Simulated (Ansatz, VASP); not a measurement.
# Two plane-wave programs on Ta3N2

Contents of POSCAR:

```
Ta3N2
1.0
    3.5971261021      0.0000000000      0.0000000000
   -1.7985630511      3.1152025850      0.0000000000
    0.0000000000      0.0000000000      5.5965439101
Ta N
3 2
Direct
    0.0000000000      0.0000000000      0.0000000000
    0.3333333333      0.6666666667      0.6450000000
    0.6666666667      0.3333333333      0.3550000000
    0.3333333333      0.6666666667      0.2450000000
    0.6666666667      0.3333333333      0.7550000000
```

The input INCAR.step1:

```
PREC = Accurate
ENCUT = 520
ISMEAR = 0
SIGMA = 0.1
LREAL = F
LASPH = T
NELM = 80
NBANDS = 30
GGA = PE
ALGO = Normal
EDIFF = 1E-4
LWAVE = T
LCHARG = F
```

Contents of INCAR.step2:

```
PREC = Accurate
ENCUT = 520
EDIFF = 1E-6
ISMEAR = 0
SIGMA = 0.1
LREAL = F
LASPH = T
NELM = 80
ALGO = Normal
ISIF = 2
LWAVE = F
LCHARG = F
METAGGA = R2SCAN
LMIXTAU = T
NBANDS = 30
ISTART = 1
```

File KPOINTS:

```
regular mesh
0
Gamma
  6 6 4
```

Input for Ansatz:

```yaml
crystal:
  lattice:
    - [3.5971261021, 0.0, 0.0]
    - [-1.7985630511, 3.115202585, 0.0]
    - [0.0, 0.0, 5.5965439101]
  atoms:
    - { symbol: Ta, position: [0.0, 0.0, 0.0] }
    - { symbol: Ta, position: [0.3333333333, 0.6666666667, 0.645] }
    - { symbol: Ta, position: [0.6666666667, 0.3333333333, 0.355] }
    - { symbol: "N", position: [0.3333333333, 0.6666666667, 0.245] }
    - { symbol: "N", position: [0.6666666667, 0.3333333333, 0.755] }
basis:
  ecutwfc: 500
kpoints:
  mp_grid: { grid: [6, 6, 4] }
hamiltonian:
  xc: r2scan
scf:
  occupations: { method: gaussian, width: 0.1 }
  lower_state_search: "off"
output:
  forces: true
  stress: true
  eigenvalues: true
```

Alike in both runs: task single point; functional r2SCAN; k mesh 6 × 6 × 4; occupations gaussian, width 0.1 eV; no spin polarisation.

|  | VASP | Ansatz |
| --- | --- | --- |
| version | VASP 6.6.1 | Ansatz 0.2.0 |
| potentials or method | VASP PAW PBE potentials, release 64 (Ta_pv, N) | scalar-relativistic, plane waves, PAW |
| plane-wave cutoff (eV) | 520 | 500 |
| valence electrons in the cell | 43 | 49 |

```tsv
	VASP	Ansatz	Ansatz less VASP
gap on the k mesh at the Fermi level (eV)	none	none	-
pressure (GPa)	4.7	3.3	-1.47
largest component of the traceless stress (GPa)	13.68	13.75	+0.071
rms of the force components (eV/Å)	1.137	1.120	-0.0167
```

Atom by atom the forces differ by 0.020 eV/Å (rms over components). A gap of «none» marks a metal or a gap that the smearing closes. The two sets of potentials don't hold the same shells in valence.

Caveats: the PAW data sets were made with another functional, which shifts forces and pressure a little (VASP). Spin-orbit coupling is left out, which matters for the levels of Ta.
